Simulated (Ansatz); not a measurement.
Ag, DFT, PBE, all-electron LAPW, scalar-relativistic (Ansatz 0.2.0), run on 1 thread of Arm Neoverse V1 on a shared host.

The geometry is COD entry 1509194, unchecked; take it as a test cell. The listed cell was then made from it by scaling, straining or moving an atom.

Command: `ansatz run input.yaml --threads 1 --pin off --max-ram 4096MiB --backend cpu --events-out ev --progress --plain --runs-dir out`

```yaml
crystal:
  lattice:
    - [2.8861989086, -0.0144309945, -0.0144309945]
    - [-1.4555970622, 2.5067370726, -0.0052821106]
    - [-0.05, -0.05, 10.0]
  atoms:
    - { symbol: Ag, position: [0.3333333333, 0.6666666667, 0.25] }
    - { symbol: Ag, position: [0.6666666667, 0.3333333333, 0.75] }
    - { symbol: Ag, position: [0.0, 0.0, 0.0] }
    - { symbol: Ag, position: [0.0, 0.0, 0.5] }
kpoints:
  mp_grid: { grid: [14, 14, 4] }
  band_path:
    path:
      - [0.0, 0.0, 0.0]
      - [0.0, 0.0, 0.5]
      - [-0.5, 0.5, 0.0]
      - [0.0, 0.0, 0.0]
      - [0.0, -0.5, 0.0]
      - [-0.5, 0.0, 0.5]
      - [0.0, 0.0, 0.0]
      - [-0.5, 0.0, 0.0]
      - [0.0, -0.5, 0.5]
    npoints: 5
scf:
  occupations: { method: fermi_dirac, width: 0.08 }
hamiltonian:
  xc: pbe
  pseudopotentials: { kind: all_electron, lapw: { basis_error: 0.0005 } }
output:
  forces: true
  stress: true
  eigenvalues: true
```

(1) How large is the problem that the program sets up?

(2) About how long does it take, and how much memory does it use?

Results:

(1) 396 irreducible k-points, 687 plane waves at Γ, 46 bands.

(2) 6.7 min of wall time for 9 SCF iterations, with a peak of 2.5 GiB. Times on shared machines scatter by tens of per cent.
